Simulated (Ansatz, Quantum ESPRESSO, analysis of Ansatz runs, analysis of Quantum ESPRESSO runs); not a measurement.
# Reproducing a measured charge-transition level: substitutional P in diamond (Quantum ESPRESSO), part 2 of 4

How near does this set-up come to the measured charge-transition level? Subject: substitutional P in diamond. Set-up: PBE, GBRV 1.5 PBE, 64-site cell, measured lattice, k: the zone centre alone then 2x2x2 shifted, start relaxed with Ansatz. The model is a cell of 64 host atoms with 1 C taken out and 1 P put in. The level is the Fermi energy at which two charge states have equal formation energy, after a correction for the images of the charge. The measured lattice removes the functional's error in the volume.

Quantum ESPRESSO 7.5; PBE, GBRV 1.5 PBE, 64-site cell, measured lattice, k: the zone centre alone then 2x2x2 shifted, start relaxed with Ansatz.

So far: The starting structure; Relaxation, charge +1.

### 3. Single point, charge +1

The relaxed structure is kept, and the final numbers are taken at the final level and k-points.

This step: Quantum ESPRESSO plane-wave DFT, PBE, GBRV 1.5 PBE potentials; single point of a defect supercell.

pw.in reads:

```
&CONTROL
  calculation = 'scf'
  prefix = 'pwscf'
  outdir = './tmp'
  pseudo_dir = './pseudo'
  tprnfor = .true.
  disk_io = 'low'
/
&SYSTEM
  ibrav = 0
  nat = 64
  ntyp = 2
  ecutwfc = 45
  ecutrho = 360
  nbnd = 132
  occupations = 'smearing'
  smearing = 'fd'
  degauss = 0.00073499
  tot_charge = 1
  nosym = .true.
/
&ELECTRONS
  conv_thr = 6d-08
  electron_maxstep = 100
  mixing_beta = 0.5
/
ATOMIC_SPECIES
C     12.0110 c_pbe_v1.2.uspp.F.UPF
P     30.9738 p_pbe_v1.5.uspp.F.UPF
CELL_PARAMETERS angstrom
   7.1334800000    0.0000000000    0.0000000000
   0.0000000000    7.1334800000    0.0000000000
   0.0000000000    0.0000000000    7.1334800000
ATOMIC_POSITIONS crystal
C     -0.0012470046   -0.0017370292    0.2494516289
C     -0.0012821227    0.2501365701   -0.0024149936
[... 1 atom line left out ...]
C      0.2383309337    0.2379411411    0.2371978815
C      0.1216302468    0.1211969839    0.3740426729
C      0.1215889742    0.3747748718    0.1204809455
[... 1 atom line left out ...]
P      0.3755921156    0.3751426658    0.3744638631
[... 5 atom lines left out ...]
C      0.1216376659    0.3755452680    0.6284497826
C      0.3760444403    0.1211603758    0.6284861551
[... 5 atom lines left out ...]
C      0.1216134071    0.6291350314    0.3749060557
[... 5 atom lines left out ...]
C      0.2383454848    0.5123773346    0.5117077189
[... 3 atom lines left out ...]
C      0.3751464319    0.6291152396    0.6284503621
[... 10 atom lines left out ...]
C      0.5128157796    0.2379189935    0.5117252868
[... 3 atom lines left out ...]
C      0.6295369428    0.3747642574    0.6284452180
[... 2 atom lines left out ...]
C      0.5128775882    0.5123619993    0.2372502618
[... 14 atom lines left out ...]
C      0.8755942440    0.8751443578    0.8744936646
K_POINTS automatic
2 2 2 1 1 1
```

pp_potential.in reads:

```
&INPUTPP
  prefix = 'pwscf'
  outdir = './tmp'
  filplot = 'potential.dat'
  plot_num = 11
/
&PLOT
  nfile = 1
  filepp(1) = 'potential.dat'
  iflag = 3
  output_format = 6
  fileout = 'potential.cube'
/
```

Command:

```
> OMP_NUM_THREADS=1 mpirun -n 4 pw.x -nk 2 -in pw.in > pw.out
> OMP_NUM_THREADS=1 mpirun -n 4 pp.x -in pp_potential.in > pp_potential.out
```

Log:

```text
[banner, memory and clock lines left out]
          URL

     bravais-lattice index     =            0
     lattice parameter (alat)  =      13.4803  a.u.
     unit-cell volume          =    2449.6326 (a.u.)^3
     number of atoms/cell      =           64
     number of atomic types    =            2
     number of electrons       =       256.00
     number of Kohn-Sham states=          132
     kinetic-energy cutoff     =      45.0000  Ry
     charge density cutoff     =     360.0000  Ry
     scf convergence threshold =      6.0E-08
     mixing beta               =       0.5000
     number of iterations used =            8  plain     mixing
     Exchange-correlation=  SLA  PW   PBX  PBC
                           (   1   4   3   4   0   0   0)

     celldm(1)=  13.480324  celldm(2)=   0.000000  celldm(3)=   0.000000
     celldm(4)=   0.000000  celldm(5)=   0.000000  celldm(6)=   0.000000

     crystal axes: (cart. coord. in units of alat)
               a(1) = (   1.000000   0.000000   0.000000 )
               a(2) = (   0.000000   1.000000   0.000000 )
               a(3) = (   0.000000   0.000000   1.000000 )

     reciprocal axes: (cart. coord. in units 2 pi/alat)
               b(1) = (  1.000000  0.000000  0.000000 )
               b(2) = (  0.000000  1.000000  0.000000 )
               b(3) = (  0.000000  0.000000  1.000000 )

     PseudoPot. # 1 for C  read from file:
     c_pbe_v1.2.uspp.F.UPF
     Pseudo is Ultrasoft + core correction, Zval =  4.0
     Generated by new atomic code, or converted to UPF format
     Using radial grid of  721 points,  4 beta functions with:
                l(1) =   0
                l(2) =   0
                l(3) =   1
                l(4) =   1
     Q(r) pseudized with  8 coefficients,  rinner =    1.100   1.100   1.100

     PseudoPot. # 2 for P  read from file:
     p_pbe_v1.5.uspp.F.UPF
     Pseudo is Ultrasoft + core correction, Zval =  5.0
     Generated by new atomic code, or converted to UPF format
     Using radial grid of  903 points,  6 beta functions with:
                l(1) =   0
                l(2) =   0
                l(3) =   1
                l(4) =   1
                l(5) =   2
                l(6) =   2
     Q(r) pseudized with  8 coefficients,  rinner =    1.300   1.300   1.300
                                                       1.300   1.300

     atomic species   valence    mass     pseudopotential
     C                 4.00    12.01100     C ( 1.00)
     P                 5.00    30.97380     P ( 1.00)

     No symmetry found

   Cartesian axes

     site n.     atom                  positions (alat units)
         1        C      tau(   1) = (  -0.0012470  -0.0017370   0.2494516  )
         2        C      tau(   2) = (  -0.0012821   0.2501366  -0.0024150  )
         3        C      tau(   3) = (   0.2505819  -0.0017469  -0.0023872  )
         4        C      tau(   4) = (   0.2383309   0.2379411   0.2371979  )
         5        C      tau(   5) = (   0.1216302   0.1211970   0.3740427  )
         6        C      tau(   6) = (   0.1215890   0.3747749   0.1204809  )
         7        C      tau(   7) = (   0.3751656   0.1211648   0.1205086  )
         8        P      tau(   8) = (   0.3755921   0.3751427   0.3744639  )
         9        C      tau(   9) = (   0.0005564   0.0001487   0.7495098  )
        10        C      tau(  10) = (  -0.0004260   0.2500032   0.4996238  )
        11        C      tau(  11) = (   0.2504566  -0.0008396   0.4996320  )
[...]
60        C      tau(  60) = (   0.7506293   0.7501455   0.7495081  )
        61        C      tau(  61) = (   0.6260057   0.6255458   0.8741918  )
        62        C      tau(  62) = (   0.6260205   0.8748166   0.6248972  )
        63        C      tau(  63) = (   0.8753152   0.6255685   0.6248932  )
        64        C      tau(  64) = (   0.8755942   0.8751444   0.8744937  )

     number of k points=     4  Fermi-Dirac smearing, width (Ry)=  0.0007
                       cart. coord. in units 2pi/alat
        k(    1) = (   0.2500000   0.2500000   0.2500000), wk =   0.5000000
        k(    2) = (   0.2500000   0.2500000  -0.2500000), wk =   0.5000000
        k(    3) = (   0.2500000  -0.2500000   0.2500000), wk =   0.5000000
        k(    4) = (   0.2500000  -0.2500000  -0.2500000), wk =   0.5000000

     Dense  grid:   282545 G-vectors     FFT dimensions: (  81,  81,  81)

     Smooth grid:    99873 G-vectors     FFT dimensions: (  60,  60,  60)

     Initial potential from superposition of free atoms

     starting charge     256.9973, renormalised to     256.0000
     Starting wfcs are  256 randomized atomic wfcs

     Self-consistent Calculation

     iteration #  1     ecut=    45.00 Ry     beta= 0.50
     Davidson diagonalization with overlap
     ethr =  1.00E-02,  avg # of iterations =  2.0

     total energy              =    -739.55823831 Ry
     estimated scf accuracy    <       4.08082164 Ry

     iteration #  2     ecut=    45.00 Ry     beta= 0.50
     Davidson diagonalization with overlap
     ethr =  1.59E-03,  avg # of iterations =  6.2

     total energy              =    -739.55584338 Ry
     estimated scf accuracy    <       0.59134996 Ry

     iteration #  3     ecut=    45.00 Ry     beta= 0.50
     Davidson diagonalization with overlap
     ethr =  2.31E-04,  avg # of iterations = 12.0

     total energy              =    -739.60364240 Ry
     estimated scf accuracy    <       0.02984189 Ry

     iteration #  4     ecut=    45.00 Ry     beta= 0.50
     Davidson diagonalization with overlap
     ethr =  1.17E-05,  avg # of iterations =  7.5

     total energy              =    -739.61051214 Ry
     estimated scf accuracy    <       0.00285483 Ry

     iteration #  5     ecut=    45.00 Ry     beta= 0.50
     Davidson diagonalization with overlap
     ethr =  1.12E-06,  avg # of iterations =  6.0

     total energy              =    -739.61121840 Ry
     estimated scf accuracy    <       0.00042475 Ry

     iteration #  6     ecut=    45.00 Ry     beta= 0.50
     Davidson diagonalization with overlap
     ethr =  1.66E-07,  avg # of iterations =  2.8

     total energy              =    -739.61128581 Ry
     estimated scf accuracy    <       0.00003708 Ry

     iteration #  7     ecut=    45.00 Ry     beta= 0.50
     Davidson diagonalization with overlap
     ethr =  1.45E-08,  avg # of iterations =  3.5

     total energy              =    -739.61129471 Ry
     estimated scf accuracy    <       0.00000256 Ry

     iteration #  8     ecut=    45.00 Ry     beta= 0.50
     Davidson diagonalization with overlap
     ethr =  1.00E-09,  avg # of iterations =  3.0

     total energy              =    -739.61129548 Ry
     estimated scf accuracy    <       0.00000018 Ry

     iteration #  9     ecut=    45.00 Ry     beta= 0.50
     Davidson diagonalization with overlap
     ethr =  6.87E-11,  avg # of iterations =  3.8

     total energy              =    -739.61129556 Ry
     estimated scf accuracy    <       0.00000006 Ry

     iteration # 10     ecut=    45.00 Ry     beta= 0.50
     Davidson diagonalization with overlap
     ethr =  2.50E-11,  avg # of iterations =  3.0

     End of self-consistent calculation

          k = 0.2500 0.2500 0.2500 ( 12479 PWs)   bands (ev):

    -7.5132  -6.4021  -6.3333  -6.3332  -5.2395  -5.2102  -5.2101  -4.1937
    -4.1007  -4.1007  -4.0673  -3.1091  -3.1089  -3.0467  -3.0314  -2.9847
    -2.9846  -2.1837  -2.1836  -2.1600  -1.1887  -1.1886  -1.1861  -0.9048
    -0.9047  -0.8453  -0.1932  -0.1931  -0.1341  -0.0936  -0.0935  -0.0757
     1.0042   1.0086   1.0087   1.9542   1.9849   1.9850   2.3478   2.3479
     2.4229   2.4229   2.4293   2.4821   2.8824   2.9063   2.9064   2.9971
     3.6799   3.6800   3.7252   3.7477   3.7478   3.8310   5.1015   5.1071
     5.1072   5.1668   5.1669   5.2196   5.7239   5.7240   5.8478   5.8589
     5.8590   5.8931   6.0728   6.0729   6.0779   6.2329   6.2330   6.2630
     7.1608   7.1609   7.1658   7.2128   7.2129   7.2915   7.2916   7.2930
[...]
18.0868  18.0871  18.1202  18.6559

          k = 0.2500 0.2500-0.2500 ( 12479 PWs)   bands (ev):

[...]
18.0868  18.0874  18.1201  18.6562

          k = 0.2500-0.2500 0.2500 ( 12479 PWs)   bands (ev):

[...]
18.0869  18.0871  18.1201  18.6560

          k = 0.2500-0.2500-0.2500 ( 12479 PWs)   bands (ev):

[...]
8.3177   8.4258   8.5026   8.5028   8.5488   8.7221   8.7605   8.7606
     9.1477   9.1478   9.2356   9.3968   9.3970   9.4005   9.4529   9.4531
     9.5131   9.5141   9.5145   9.5548   9.5809   9.5811   9.7339  10.0902
    10.0953  10.0954  10.7371  10.7633  10.7635  11.1139  11.1142  11.1623
    11.5783  11.5784  11.6628  11.7723  11.8211  11.8213  12.9827  12.9830
    18.0867  18.0872  18.1200  18.6562

     the Fermi energy is    15.4600 ev

!    total energy              =    -739.61129558 Ry
     estimated scf accuracy    <          5.6E-09 Ry
     smearing contrib. (-TS)   =       0.00000000 Ry
     internal energy E=F+TS    =    -739.61129558 Ry

     The total energy is F=E-TS. E is the sum of the following terms:
     one-electron contribution =     261.44120921 Ry
     hartree contribution      =      62.16796266 Ry
     xc contribution           =    -238.17227552 Ry
     ewald contribution        =    -825.04819192 Ry

     convergence has been achieved in  10 iterations

     Forces acting on atoms (cartesian axes, Ry/au):

     atom    1 type  1   force =     0.00020098    0.00039676   -0.00149868
     atom    2 type  1   force =     0.00036154   -0.00150360    0.00045010
     atom    3 type  1   force =    -0.00152415    0.00035630    0.00026250
     atom    4 type  1   force =    -0.00174091   -0.00192149   -0.00165671
     atom    5 type  1   force =     0.00002450   -0.00002112    0.00141160
     atom    6 type  1   force =     0.00021184    0.00113820    0.00016140
     atom    7 type  1   force =     0.00130748    0.00017422    0.00007308
     atom    8 type  2   force =    -0.00006271    0.00004028   -0.00001534
     atom    9 type  1   force =     0.00003145   -0.00008684   -0.00006465
     atom   10 type  1   force =     0.00017924   -0.00045539    0.00042768
[...]
atom   60 type  1   force =    -0.00002711    0.00014953    0.00006221
     atom   61 type  1   force =    -0.00021855   -0.00014551   -0.00026739
     atom   62 type  1   force =    -0.00025211   -0.00010307   -0.00019139
     atom   63 type  1   force =    -0.00029699   -0.00023011   -0.00020397
     atom   64 type  1   force =     0.00001432    0.00007237   -0.00007668

     Total force =     0.009970     Total SCF correction =     0.000187
```

Elapsed: 97 s, on 4 MPI ranks of Arm Neoverse V1, shared host; peak memory 1.4 GiB; 6.5 min of CPU time.

(Part 2 of 4 ends here.)

[Logs are printed without paths, hosts, clocks, repeated set-up lines and the standing remarks that a program may print on its own settings, such as how far it seeks lower states.]

[Hosts, paths, dates, database ids (printed as entryN), source tags and the programs' standing remarks are cut or masked in the printed files.]

[For some hosts the program warned that the k-mesh of the response run may be too coarse for force constants and the static dielectric constant; such warnings are not shown here.]
